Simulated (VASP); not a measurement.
# InAs in VASP: relaxing the cell

Aim: the equilibrium cell of rocksalt InAs with PBE. The results are then set beside those of Ansatz 0.2.0 from the same starts. This is a trial cell built on a prototype, not taken from a measured structure, and it needn't be the compound's ground state.

The runs shown are made with VASP 6.6.1. PAW datasets, plane waves, zero pressure. The cell comes from a prototype generator: it can be a known phase or a hypothetical one. Spin polarisation is off.

### Step 1. Starting point

It is cubic, Fm-3m (No. 225); conventional cell a = 5.508 Å, 20.89 Å³ an atom. Near In stand 6 As at 2.75 Å; near As stand 6 In at 2.75 Å.

The structure in full:

```xyz
2
Lattice="0.0000 2.7542 2.7542 2.7542 0.0000 2.7542 2.7542 2.7542 0.0000" Properties=species:S:1:pos:R:3 pbc="T T T"
In    0.0000    0.0000    0.0000
As    2.7542    2.7542    2.7542
```

### Step 2. Relaxing with PBE

File INCAR:

```
ENCUT = 600.000000
SIGMA = 0.020000
EDIFF = 1.00e-07
EDIFFG = -5.00e-03
GGA = PE
PREC = Accurate
IBRION = 2
ISIF = 3
ISMEAR = -1
NBANDS = 16
NELM = 120
NSW = 40
LASPH = .TRUE.
LCHARG = .FALSE.
LWAVE = .FALSE.
LREAL = .FALSE.
```

File KPOINTS:

```
KPOINTS created by Atomic Simulation Environment
0
Gamma
8 8 8
0 0 0
```

File POSCAR:

```
In As
 1.0000000000000000
     0.0000000000000000    2.7541799999999999    2.7541799999999999
     2.7541799999999999    0.0000000000000000    2.7541799999999999
     2.7541799999999999    2.7541799999999999    0.0000000000000000
 In  As
   1   1
Cartesian
  0.0000000000000000  0.0000000000000000  0.0000000000000000
  2.7541799999999999  2.7541799999999999  2.7541799999999999
```

The run uses the recommended PBE PAW datasets (18 valence electrons a neutral cell).

Command:

```sh
$ mpirun -np 1 vasp_std
```

The first run moved the cell so far that it was started again from its end, on a fresh basis. The second run's POSCAR:

```
In As
 1.0000000000000000
    -0.0000000000000000    2.8772544965369455    2.8772544965369455
     2.8772544965369455    0.0000000000000000    2.8772544965369455
     2.8772544965369455    2.8772544965369455   -0.0000000000000000
 In  As
   1   1
Cartesian
  0.0000000000000000  0.0000000000000000  0.0000000000000000
  2.8772544965369455  2.8772544965369455  2.8772544965369455
```

The files below are the second run's.

Printed to the terminal (iteration lines stand in OSZICAR):

```text
POSCAR found type information on POSCAR InAs
 POSCAR found :  2 types and       2 ions
 LDA part: xc-table for (Slater+PW92), standard interpolation
 POSCAR, INCAR and KPOINTS ok, starting setup
 FFT: planning ... GRIDC
 FFT: planning ... GRID_SOFT
 FFT: planning ... GRID
 WAVECAR not read
 WARNING: random wavefunctions but no delay for mixing, default for NELMDL
 entering main loop
 curvature:   0.00 expect dE= 0.000E+00 dE for cont linesearch  0.000E+00
 search vector abs. value=  0.124E-04
 bond charge predicted
 reached required accuracy - stopping structural energy minimisation
```

OSZICAR:

```text
N       E                     dE             d eps       ncg     rms          rms(c)
DAV:   1     0.112785748051E+03    0.11279E+03   -0.91603E+03   952   0.142E+03
DAV:   2    -0.514831835889E+00   -0.11330E+03   -0.10893E+03  1056   0.318E+02
DAV:   3    -0.732763378966E+01   -0.68128E+01   -0.67445E+01  1168   0.721E+01
DAV:   4    -0.749035163554E+01   -0.16272E+00   -0.16267E+00  1168   0.117E+01
DAV:   5    -0.749775625290E+01   -0.74046E-02   -0.74045E-02  1368   0.219E+00    0.357E+00
DAV:   6    -0.731669826209E+01    0.18106E+00   -0.32500E-01  1336   0.940E+00    0.190E+00
DAV:   7    -0.731457558292E+01    0.21227E-02   -0.33583E-02  1256   0.146E+00    0.744E-01
DAV:   8    -0.731476770986E+01   -0.19213E-03   -0.24572E-03  1120   0.502E-01    0.957E-02
DAV:   9    -0.731492637383E+01   -0.15866E-03   -0.21421E-04  1248   0.124E-01    0.663E-02
DAV:  10    -0.731493279935E+01   -0.64255E-05   -0.14540E-05  1248   0.443E-02    0.220E-02
DAV:  11    -0.731493596268E+01   -0.31633E-05   -0.35368E-06  1136   0.197E-02    0.451E-03
DAV:  12    -0.731493543277E+01    0.52992E-06   -0.45124E-07  1128   0.451E-03    0.290E-03
DAV:  13    -0.731493544596E+01   -0.13191E-07   -0.38863E-08   808   0.233E-03
   1 F= -.73149354E+01 E0= -.73142636E+01  d E =-.731494E+01
       N       E                     dE             d eps       ncg     rms          rms(c)
DAV:   1    -0.731507949681E+01   -0.14406E-03   -0.33466E-03  1184   0.102E+00    0.747E-02
DAV:   2    -0.731496146433E+01    0.11803E-03   -0.22800E-04  1200   0.310E-01    0.275E-02
DAV:   3    -0.731494033435E+01    0.21130E-04   -0.55870E-05  1240   0.140E-01    0.139E-02
DAV:   4    -0.731493951078E+01    0.82356E-06   -0.20736E-06  1016   0.124E-02    0.910E-03
DAV:   5    -0.731493833334E+01    0.11774E-05   -0.18457E-07  1088   0.424E-03    0.373E-03
DAV:   6    -0.731493767875E+01    0.65459E-06   -0.85445E-08   808   0.309E-03    0.738E-04
DAV:   7    -0.731493776610E+01   -0.87351E-07   -0.25746E-08   576   0.280E-03
   2 F= -.73149378E+01 E0= -.73142683E+01  d E =-.232014E-05
```

OUTCAR, selected sections:

```text
k-points           NKPTS =     29   k-points in BZ     NKDIM =     29   number of bands    NBANDS=     16

   NELECT =      18.0000    total number of electrons

   dimension x,y,z NGX =    36 NGY =   36 NGZ =   36
   dimension x,y,z NGXF=    72 NGYF=   72 NGZF=   72

  energy-cutoff  :      600.00
  volume of cell :       47.68
      direct lattice vectors                 reciprocal lattice vectors
    -0.000000000  2.878164560  2.878164560    -0.173721825  0.173721825  0.173721825
     2.878164560 -0.000000000  2.878164560     0.173721825 -0.173721825  0.173721825
     2.878164560  2.878164560  0.000000000     0.173721825  0.173721825 -0.173721825

 k-points in reciprocal lattice and weights: KPOINTS created by Atomic Simulation Env
   0.00000000  0.00000000  0.00000000       0.002
   0.12500000  0.00000000  0.00000000       0.016
   0.25000000  0.00000000  0.00000000       0.016
   0.37500000  0.00000000  0.00000000       0.016
   0.50000000  0.00000000  0.00000000       0.008
   0.12500000  0.12500000  0.00000000       0.012
   0.25000000  0.12500000  0.00000000       0.047
   0.37500000  0.12500000  0.00000000       0.047
[... 21 more k-points ...]

 E-fermi :   5.9062

 k-point     1 :       0.0000    0.0000    0.0000
  band No.  band energies     occupation
      1      -8.3820      2.00000
      2      -8.3820      2.00000
      3      -8.3611      2.00000
      4      -8.3611      2.00000
      5      -8.3611      2.00000
      6      -6.1891      2.00000
      7       5.2428      2.00000
      8       5.7026      1.99992
      9       5.7026      1.99992
     10       5.7026      1.99992
     11      13.0858      0.00000
     12      13.0858      0.00000
     13      13.0858      0.00000
     14      13.4033      0.00000
     15      13.4033      0.00000
     16      13.4033      0.00000

 k-point     2 :       0.1250    0.0000    0.0000
  band No.  band energies     occupation
      1      -8.3880      2.00000
      2      -8.3880      2.00000
      3      -8.3613      2.00000
      4      -8.3542      2.00000
      5      -8.3542      2.00000
      6      -6.0220      2.00000
      7       3.5346      2.00000
      8       5.7300      1.99970
      9       5.7300      1.99970
     10       7.1395      0.00000
     11      11.8768      0.00000
     12      12.1687      0.00000
     13      12.1687      0.00000
     14      13.4439      0.00000
     15      13.6103      0.00000
     16      13.6103      0.00000

 k-point     3 :       0.2500    0.0000    0.0000
  band No.  band energies     occupation
      1      -8.4054      2.00000
      2      -8.4054      2.00000
      3      -8.3628      2.00000
      4      -8.3349      2.00000
      5      -8.3349      2.00000
      6      -5.5485      2.00000
      7       1.6527      2.00000
      8       5.8270      1.96270
      9       5.8270      1.96270
     10       8.0343      0.00000
     11      10.6970      0.00000
     12      10.6970      0.00000
     13      10.9206      0.00000
     14      13.6759      0.00000
     15      14.6437      0.00000
     16      14.6437      0.00000

 k-point     4 :       0.3750    0.0000    0.0000
  band No.  band energies     occupation
      1      -8.4235      2.00000
      2      -8.4235      2.00000
      3      -8.3655      2.00000
      4      -8.3148      2.00000
      5      -8.3148      2.00000
      6      -4.9049      2.00000
      7       0.1005      2.00000
      8       5.9860      0.03633
      9       5.9860      0.03633
     10       8.1109      0.00000
     11       9.6097      0.00000
     12       9.6097      0.00000
     13      10.4514      0.00000
     14      15.0669      0.00000
     15      16.2440      0.00000
     16      16.2440      0.00000

[... the tables of k-points 5 to 29 left out ...]

  Total       -0.0040205     -0.0040205     -0.0040205      0.0000000     -0.0000000      0.0000000
  in kB       -0.1350883     -0.1350883     -0.1350883      0.0000000     -0.0000000      0.0000000
  external PRESSURE =      -0.1350883 kB  Pullay stress =       0.0000000 kB

 POSITION                                       TOTAL-FORCE (eV/Angst)
 -----------------------------------------------------------------------------------
      2.87816      2.87816      0.00000         0.000000      0.000000      0.000000
      2.87816      2.87816      2.87816        -0.000000     -0.000000     -0.000000
 -----------------------------------------------------------------------------------
    total drift:                                0.000000      0.000000      0.000000

  FREE ENERGIE OF THE ION-ELECTRON SYSTEM (eV)
  ---------------------------------------------------
  free  energy   TOTEN  =        -7.3149377661 eV

  energy  without entropy=       -7.3135988213  energy(sigma->0) =       -7.31426829
```

CONTCAR

```
In As
   1.00000000000000
    -0.0000000000000000    2.8781645604926847    2.8781645604926847
     2.8781645604926847   -0.0000000000000000    2.8781645604926847
     2.8781645604926847    2.8781645604926847    0.0000000000000000
  In              As
     1     1
Direct
     0.0000000000000000    0.0000000000000000    1.0000000000000000
     0.5000000000000000    0.5000000000000000    0.5000000000000000

  0.00000000E+00  0.00000000E+00  0.00000000E+00
  0.00000000E+00  0.00000000E+00  0.00000000E+00
```

Hardware: 1 MPI rank of Intel Xeon 6975P-C, shared host.

Step by step:

| step | energy change (meV/atom) | largest force (eV/Å) | pressure (GPa) | volume (Å³/atom) |
| --- | --- | --- | --- | --- |
| 1 | 0.0 | 0.0000 | 0.04 | 23.820 |
| 2 | 0.0 | 0.0000 | -0.01 | 23.842 |

```
                       before   after    change
                a (Å)   5.508   5.756   +4.50 %
     volume (Å³/atom)  20.892  23.842  +14.12 %
shortest distance (Å)   2.754   2.878   +4.50 %
          space group   Fm-3m   Fm-3m      same
```

### Step 3. What came out

| level | a (Å) | volume (Å³/atom) | space group | Ansatz: volume (Å³/atom) |
| --- | --- | --- | --- | --- |
| PBE | 5.756 | 23.842 | Fm-3m | 23.807 |

**Reading.** The PBE run changed the volume by +14.1 % from its own start of 20.89 Å³/atom. The two programs differ by at most 0.15 % in volume. Each program uses its own PAW datasets and cutoff. VASP's cell holds 18 valence electrons and Ansatz's 28.
